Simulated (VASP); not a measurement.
# Mg (P6_3/mmc) in VASP: a series of runs

Runs on Mg. Level: LDA. Tasks: single point, relaxation of cell and atoms.

Everything below comes from runs of VASP 6.6.1. Logs are shortened: lines on timing, memory, paths and dates and some standing lists are left out, and cuts for length are marked.

## (1) The structure

Symmetry: P6_3/mmc, No. 194, hexagonal system. Conventional cell: a = 3.132 Å, b = 3.132 Å, c = 5.087 Å, α = 90.00°, β = 90.00°, γ = 120.00°. Mg (site symmetry -6m2) has 12 Mg at 3.12 to 3.13 Å as nearest neighbours.

## (2) Single point, LDA

INCAR

```
SYSTEM = Mg
PREC     = Accurate       ! precision mode
ENCUT    = 520            ! plane-wave cutoff, eV
EDIFF    = 1E-7           ! SCF threshold, eV
ISMEAR   = 1              ! smearing method
SIGMA    = 0.1            ! smearing width, eV
LREAL    = .False.        ! projectors in reciprocal space
LASPH    = .True.         ! aspherical terms in the spheres
NELM     = 80             ! most SCF steps
ALGO     = Fast           ! electronic algorithm
ISIF     = 2              ! what is computed and relaxed
LWAVE    = .False.        ! write WAVECAR
LCHARG   = .True.         ! write CHGCAR
GGA      = CA             ! functional
LELF     = .True.         ! ELF
LVHAR    = .True.       
NBANDS   = 9              ! bands
```

KPOINTS

```
Automatic mesh
0
Gamma
  21 21 12
  0 0 0
```

POSCAR

```
Mg
1.0
    3.1320463539      0.0000000000      0.0000000000
   -1.5660231770      2.7124317083      0.0000000000
    0.0000000000      0.0000000000      5.0865533870
Mg
2
Direct
    0.3333333333      0.6666666667      0.2500000000
    0.6666666667      0.3333333333      0.7500000000
```

Potentials or basis: VASP PAW LDA potentials, release 64 (Mg).

Command:

```
cat potpaw_LDA.64/Mg/POTCAR > POTCAR
mpirun -np 1 vasp_std > vasp.out
```

OUTCAR:

```text
SYSTEM = Mg
   PREC = Accurate
   ENCUT = 520
   EDIFF = 1E-7
   ISMEAR = 1
   LREAL = .False.
   LASPH = .True.
   NELM = 80
   ISIF = 2
   GGA = CA

 ion  position               nearest neighbor table
   1  0.333  0.667  0.250-   2 3.12   2 3.12   2 3.12   2 3.12   2 3.12   2 3.12
   2  0.667  0.333  0.750-   1 3.12   1 3.12   1 3.12   1 3.12   1 3.12   1 3.12

  LATTYP: Found a hexagonal cell.
 ALAT       =     3.1320463539
 C/A-ratio  =     1.6240351554

  Lattice vectors:

 A1 = (   3.1320463539,   0.0000000000,   0.0000000000)
 A2 = (  -1.5660231770,   2.7124317083,   0.0000000000)
 A3 = (   0.0000000000,   0.0000000000,   5.0865533870)

Analysis of symmetry for initial positions (statically):
=====================================================================
 Subroutine PRICEL returns:
 Original cell was already a primitive cell.

 Routine SETGRP: Setting up the symmetry group for a
 hexagonal supercell.

 Subroutine GETGRP returns: Found 24 space group operations
 (whereof 12 operations were pure point group operations)
 out of a pool of 24 trial point group operations.

The static configuration has the point symmetry D_3d.
 The point group associated with its full space group is D_6h.

Analysis of symmetry for dynamics (positions and initial velocities):
=====================================================================
 Subroutine PRICEL returns:
 Original cell was already a primitive cell.

 Routine SETGRP: Setting up the symmetry group for a
 hexagonal supercell.

 Subroutine GETGRP returns: Found 24 space group operations
 (whereof 12 operations were pure point group operations)
 out of a pool of 24 trial point group operations.

The dynamic configuration has the point symmetry D_3d.
 The point group associated with its full space group is D_6h.

 Subroutine INISYM returns: Found 24 space group operations
 (whereof 12 operations are pure point group operations),
 and found     1 'primitive' translations

----------------------------------------------------------------------------------------

                                     Primitive cell

  volume of cell :      43.2126

  direct lattice vectors                    reciprocal lattice vectors
     3.132046354  0.000000000  0.000000000     0.319280077  0.184336438  0.000000000
    -1.566023177  2.712431708  0.000000000     0.000000000  0.368672876  0.000000000
     0.000000000  0.000000000  5.086553387     0.000000000  0.000000000  0.196596777

  length of vectors
     3.132046354  3.132046354  5.086553387     0.368672876  0.368672876  0.196596777

  position of ions in fractional coordinates (direct lattice)
     0.333333333  0.666666667  0.250000000
[... 83 lines left out ...]
   NFREE  =      0    steps in history (QN), initial steepest desc. (CG)
   ISIF   =      2    stress and relaxation
   ISYM   =      2    0-nonsym 1-usesym 2-fastsym
   POTIM  = 0.5000    time-step for ionic-motion
   TEBEG  =    0.0;   TEEND  =   0.0 temperature during run
   PSTRESS=    0.0 pullay stress
   NELECT =       4.0000    total number of electrons
   NUPDOWN=      -1.0000    fix difference up-down
   EMIN   =  10.00;   EMAX   =-10.00  energy-range for DOS
   EFERMI =   0.00;   METHOD = LEGACY
   ISMEAR =     1;   SIGMA  =   0.10  broadening in eV -4-tet -1-fermi 0-gaus
   EFERMI_NEDOS =   21; number of points for ismear=-14 and -15
   IALGO  =     68    algorithm
   IMIX   =      4    mixing-type and parameters
     AMIX     =   0.40;   BMIX     =  1.00
     AMIX_MAG =   1.60;   BMIX_MAG =  1.00
  volume/ion in A,a.u.               =      21.61       145.81
  Fermi-wavevector in a.u.,A,eV,Ry     =   0.740556  1.399448  7.461752  0.548423
  Thomas-Fermi vector in A             =   1.834987
   LORBIT       =      0    0 simple, 1 ext, 2 COOP (PROOUT), +10 PAW based schemes
   GGA     = CA    functional components
   LHFCALC =     F    Hartree Fock is set to
   AEXX    =    0.0000 exact exchange contribution
   IVDW    =     0    specifies the selected vdW correction
   LEPSILON=     F    determine dielectric tensor
   LRPA    =     F    only Hartree local field effects (RPA)
 non-spin polarized calculation
 RMM-DIIS sequential band-by-band and
 Methfessel and Paxton  Order N= 1 SIGMA  =   0.10
  energy-cutoff  :      520.00
  volume of cell :       43.21
 maximum number of plane-waves:      1186
 NGX is ok and might be reduce to    24
   NGX = 11   NGY = 11   NGZ = 19

 number of electron       4.0000000 magnetization

 Free energy of the ion-electron system (eV)
  ---------------------------------------------------
  ext. energy  EPLUGINS =         0.00000000
  ---------------------------------------------------
  free energy    TOTEN  =        -3.62188542 eV

  energy without entropy =       -3.62183244  energy(sigma->0) =       -3.62186776

 E-fermi :   2.7812     XC(G=0):  -8.8772

 val. band max:        2.7783246833   @ k =   0.4286   0.0000   0.2500
 cond. band min:       2.7819020827   @ k =   0.3333   0.2857   0.4167
 fundamental gap:      0.0035773994
 Fermi energy:         2.7811544846

 k-point     1 :       0.0000    0.0000    0.0000
  band No.  band energies     occupation
      1      -4.3925      2.00000
      2       1.0386      2.00000
      3       1.5154      2.00000
      4      14.0432      0.00000
      5      14.0432      0.00000
      6      14.2123      0.00000
      7      14.2123      0.00000
      8      14.9579      0.00000
      9      16.7379      0.00000
[... 265 lines left out ...]
 k-point    24 :       0.1905    0.0952    0.0000
  band No.  band energies     occupation
      1      -3.1009      2.00000
      2       2.2172      2.00000
      3       2.7336      1.71278
      4       7.1664      0.00000
      5       8.9111      0.00000
      6      11.9891      0.00000
      7      12.5903      0.00000
      8      13.8900      0.00000
      9      14.5818      0.00000

 [... further k-points ...]
[... 5 lines left out ...]
  --------------------------------------------------------------------------------------
  -------------------------------------------------------------------------------------
  Total       -0.0874693     -0.0874693     -0.0947269      0.0000000      0.0000000      0.0000000
  in kB       -3.2430658     -3.2430658     -3.5121529      0.0000000      0.0000000      0.0000000
  external PRESSURE =      -3.3327615 kB  Pullay stress =       0.0000000 kB

 VOLUME and BASIS-vectors are now :
 -----------------------------------------------------------------------------
  energy-cutoff  :      520.00
  volume of cell :       43.21
      direct lattice vectors                 reciprocal lattice vectors
     3.132046354  0.000000000  0.000000000     0.319280077  0.184336438  0.000000000
    -1.566023177  2.712431708  0.000000000     0.000000000  0.368672876  0.000000000
     0.000000000  0.000000000  5.086553387     0.000000000  0.000000000  0.196596777

 POSITION                                       TOTAL-FORCE (eV/Angst)
 -----------------------------------------------------------------------------------
     -0.00000      1.80829      1.27164        -0.000000     -0.000000      0.000000
      1.56602      0.90414      3.81492         0.000000      0.000000      0.000000
 -----------------------------------------------------------------------------------
    total drift:                                0.000000     -0.000000      0.000000

  FREE ENERGIE OF THE ION-ELECTRON SYSTEM (eV)
  ---------------------------------------------------
  free  energy   TOTEN  =        -3.6218854181 eV

  energy  without entropy=       -3.6218324357  energy(sigma->0) =       -3.62186776
```

Wall time 53 s (1 thread of Intel Xeon Platinum 8488C (Sapphire Rapids), shared host); peak memory 0.23 GiB.

Results:

```
Free energy            : -3.6219 eV
Pressure               : -0.3 GPa
Band gap on the k mesh : none (metal or under the smearing width)
```

Levels at points of the mesh, in eV from the Fermi level:
```csv
k point,band 1,band 2,band 3,band 4,band 5,band 6
"(0.00, 0.00, 0.00)",-7.17,-1.74,-1.27,11.26,11.26,11.43
"(0.00, 0.00, 0.50)",-5.73,-5.73,5.20,5.20,12.01,12.01
```

## (3) Relaxation of cell and atoms, LDA

This run uses another cell than the first one, of 23.24 Å³/atom, 1.075 times its volume.

INCAR

```
ALGO     = Fast           # electronic algorithm
EDIFF    = 1E-7           # SCF threshold, eV
EDIFFG   = -0.002         # ionic threshold
ENCUT    = 600            # plane-wave cutoff, eV
IBRION   = 2              # ionic algorithm
ISIF     = 3              # what is computed and relaxed
ISMEAR   = 1              # smearing method
LASPH    = T              # aspherical terms in the spheres
LCHARG   = F              # write CHGCAR
LREAL    = F              # projectors in reciprocal space
LWAVE    = F              # write WAVECAR
NELM     = 80             # most SCF steps
NSW      = 80             # ionic steps
PREC     = Accurate       # precision mode
SIGMA    = 0.1            # smearing width, eV
```

KPOINTS

```
k-points
0
Gamma
  21 21 12
```

POSCAR

```
Mg
1.0
    3.2093000000      0.0000000000      0.0000000000
   -1.6046500000      2.7793353284      0.0000000000
    0.0000000000      0.0000000000      5.2103000000
Mg
2
Direct
    0.3333333333      0.6666666667      0.2500000000
    0.6666666667      0.3333333333      0.7500000000
```

Potentials or basis: VASP PAW LDA potentials, release 64 (Mg).

Command:

```
cat potpaw_LDA.64/Mg/POTCAR > POTCAR
mpirun -np 1 vasp_std > vasp.out
```

It took 3 min on 1 thread of Intel Xeon Platinum 8488C (Sapphire Rapids), shared host; peak memory 0.26 GiB.

Results (log left out):

```
Free energy                            : -3.6224 eV
Relaxed volume                         : 21.43 Å³/atom
Relaxed cell                           : a = 3.124 Å, b = 3.124 Å, c = 5.070 Å, α = 90.00°, β = 90.00°, γ = 120.00°
Space group after relaxing (to 0.05 Å) : P6_3/mmc (No. 194)
Energy gained by relaxing              : 17.0 meV/atom
Ionic steps                            : 7
Pressure after relaxing                : 0.0 GPa
Band gap on the k mesh                 : none (metal or under the smearing width)
```

The path:
| step | energy change (eV) | largest force (eV/Å) | pressure (GPa) | volume (Å³) |
| --- | --- | --- | --- | --- |
| 1 | 0.0000 | 0.0000 | -2.82 | 46.47 |
| 2 | -0.0316 | 0.0000 | -0.84 | 43.78 |
| 3 | -0.0340 | 0.0000 | -0.04 | 42.90 |
| 4 | -0.0340 | 0.0000 | 0.02 | 42.83 |
| 5 | -0.0341 | 0.0000 | 0.00 | 42.86 |
| 6 | -0.0341 | 0.0000 | -0.02 | 42.88 |
| 7 | -0.0341 | 0.0000 | -0.01 | 42.87 |

Final structure:
```
Mg
1.0
     3.12446    0.00000    0.00000
    -1.56223    2.70586    0.00000
     0.00000    0.00000    5.07027
Mg
2
Direct
  0.33333 0.66667 0.25000
  0.66667 0.33333 0.75000
```

Levels at points of the mesh, in eV from the Fermi level:
```csv
k point,band 1,band 2,band 3,band 4,band 5
"(0.00, 0.00, 0.00)",-7.21,-1.75,-1.26,11.30,11.30
"(0.00, 0.00, 0.50)",-5.76,-5.76,5.24,5.24,12.05
```
